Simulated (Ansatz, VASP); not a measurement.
**One calculation of ZrC, two programs**

Contents of INCAR:

```
SYSTEM = ZrC
PREC = Accurate
ENCUT = 520
EDIFF = 1E-7
ISMEAR = 0
SIGMA = 0.15
LREAL = .FALSE.
LASPH = .TRUE.
NELM = 100
ALGO = Fast
ISIF = 2
LWAVE = .FALSE.
LCHARG = .FALSE.
GGA = PE
NBANDS = 24
```

File KPOINTS:

```
regular mesh
0
G
  18 18 10
  0 0 0
```

Contents of POSCAR:

```
ZrC
1.0
    3.4709020688      0.0000000000      0.0000000000
   -1.7354510344      3.0058893656      0.0000000000
    0.0000000000      0.0000000000      4.9966781194
Zr C
2 2
Direct
    0.3333333333      0.6666666667      0.2500000000
    0.6666666667      0.3333333333      0.7500000000
    0.0000000000      0.0000000000      0.0000000000
    0.0000000000      0.0000000000      0.5000000000
```

Input for Ansatz:

```yaml
crystal:
  lattice:
    - [3.4709020688, 0.0, 0.0]
    - [-1.7354510344, 3.0058893656, 0.0]
    - [0.0, 0.0, 4.9966781194]
  atoms:
    - { symbol: Zr, position: [0.3333333333, 0.6666666667, 0.25] }
    - { symbol: Zr, position: [0.6666666667, 0.3333333333, 0.75] }
    - { symbol: C, position: [0.0, 0.0, 0.0] }
    - { symbol: C, position: [0.0, 0.0, 0.5] }
basis:
  ecutwfc: 420
kpoints:
  mp_grid: { grid: [18, 18, 10] }
hamiltonian:
  xc: pbe
scf:
  occupations: { method: gaussian, width: 0.15 }
output:
  forces: true
  stress: true
  eigenvalues: true
```

Alike in both runs: task single point; functional PBE; k mesh 18 × 18 × 10; occupations gaussian, width 0.15 eV; no spin polarisation.

```csv
,VASP,Ansatz
version,VASP 6.6.1,Ansatz 0.2.0
potentials or method,"VASP PAW PBE potentials, release 64 (Zr_sv, C)","scalar-relativistic, plane waves, PAW"
plane-wave cutoff (eV),520,420
valence electrons in the cell,32,32
```

VASP gave:

| Property | Result |
| --- | --- |
| gap on the k mesh at the Fermi level (eV) | none |
| pressure (GPa) | -0.4 |
| largest component of the traceless stress (GPa) | 10.13 |

Problem. Which values does Ansatz return?

Solution. gap on the k mesh at the Fermi level (eV): none; pressure (GPa): -0.6; largest component of the traceless stress (GPa): 10.16.

A gap of «none» marks a metal or a gap that the smearing closes. The functional is the same, so the differences come from potentials, cutoffs and numerics.
